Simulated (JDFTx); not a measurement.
The system is MgO.

```
CELL_PARAMETERS angstrom
0.00000 2.09700 2.09700
2.09700 0.00000 2.09700
2.09700 2.09700 0.00000
ATOMIC_POSITIONS crystal
Mg 0.00000 0.00000 0.00000
O 0.50000 0.50000 0.50000
```

The cell is a database's computed one.

Program: JDFTx 1.7.0 (patched build). Alike in all runs: task single point; no spin polarisation; cell as given; k mesh 11 × 11 × 11; smearing fermi-dirac 0.05 eV.

Question: Order these runs on this cell by their pressure, lowest first.
A. level LDA; potentials or basis PseudoDojo-SR-LDA-0.4.1-standard; cutoff (eV) 1143
B. level r2SCAN; potentials or basis SG15-PBE-1.2; cutoff (eV) 1088
C. level PBE; potentials or basis PseudoDojo-SR-PBE-0.5-standard; cutoff (eV) 1143
D. level TASK; potentials or basis SG15-PBE-1.2; cutoff (eV) 1088
E. level BLYP; potentials or basis PseudoDojo-SR-PBE-0.5-standard; cutoff (eV) 1143

Answer: A (-4.0 GPa), B (1.9 GPa), C (6.7 GPa), E (9.6 GPa), D (24.6 GPa).

Caveats: the potentials were made for another functional, which shifts forces and pressure (some runs); the cutoff is short for these files and lowers the pressure by up to 1 GPa (some runs); so large a pressure means that the cell lies far from this level's equilibrium, or that cutoff or potentials fall short (some runs).

Not every run made on this cell is shown here.
